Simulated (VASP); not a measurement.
Runs of VASP 6.6.1 on Ta. It takes space group Pm-3m (No. 221, cubic). The conventional cell has a = 2.708 Å, b = 2.708 Å, c = 2.708 Å, α = 90.00°, β = 90.00°, γ = 90.00°. Around Ta (site symmetry m-3m) lie 6 Ta at 2.71 Å. This isn't the form of Ta at room conditions, which is bcc.

| cell | k mesh | gap on the mesh (eV) | pressure (GPa) |
| --- | --- | --- | --- |
| Pm-3m, 19.85 Å³/atom | 19 × 19 × 19 | none | 0.6 |
| Pm-3m, 18.26 Å³/atom | 13 × 13 × 13 | none | (a) |
| Pm-3m, 19.06 Å³/atom | 13 × 13 × 13 | none | 7.0 |
| Pm-3m, 21.44 Å³/atom | 13 × 13 × 13 | none | -10.2 |

Alike in all rows: task single point; level PBEsol; potentials or basis VASP PAW PBE potentials, release 64 (Ta_pv); no spin polarisation; cutoff (eV) 520; smearing fermi-dirac 0.1 eV.

Q: Estimate the missing entries.

A: (a) 15.4.

Caveats: the PAW data sets were made with another functional, which shifts forces and pressure a little (some runs); so large a pressure means that the cell lies far from this level's equilibrium, or that cutoff or potentials fall short (some runs); the potentials were made for another functional, which shifts forces and pressure (some runs).

A k mesh can miss the band edges, and the runs leave out spin-orbit coupling on Ta.

A gap of «none» marks a metal or a gap under the smearing width.
